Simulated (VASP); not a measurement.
The system is TePb.

```
CELL_PARAMETERS angstrom
0.00000 3.23100 3.23100
3.23100 0.00000 3.23100
3.23100 3.23100 0.00000
ATOMIC_POSITIONS crystal
Pb 0.00000 0.00000 0.00000
Te 0.50000 0.50000 0.50000
```

| Item | Value |
| --- | --- |
| Program | VASP 6.6.1 |
| Task | relaxation of cell and atoms |
| Functional | r2SCANh |
| Potentials or basis | VASP PAW PBE potentials, release 64 (Pb_d, Te) |
| Cutoff | 600 eV |
| k mesh | 4 × 4 × 4 |
| Occupations | fermi-dirac, width 0.05 eV |
| Spin | no spin polarisation |

At the start: pressure 1.3 GPa; volume 33.73 Å³/atom.

Q: How do energy, volume and symmetry change on relaxing?

A: Over 3 steps the energy falls by 3.7 meV/atom and the volume is 34.68 Å³/atom (+2.8 %); space group Fm-3m (No. 225, to 0.05 Å).

The path:
```
step  energy change (eV)  largest force (eV/Å)  pressure (GPa)  volume (Å³)
   1              0.0000                0.0000            1.28        67.46
   2             -0.0062                0.0000           -0.38        70.12
   3             -0.0073                0.0000           -0.03        69.36
```

Final structure:
```xyz
2
Lattice="0.0000 3.2611 3.2611 3.2611 0.0000 3.2611 3.2611 3.2611 0.0000" Properties=species:S:1:pos:R:3 pbc="T T T"
Pb    0.0000    0.0000    0.0000
Te    3.2611    3.2611    3.2611
```

Caveat: the k mesh is coarse (spacing up to 0.42 Å⁻¹), so the values aren't converged, least of all with exact exchange; the PAW data sets were made with another functional, which shifts forces and pressure a little.
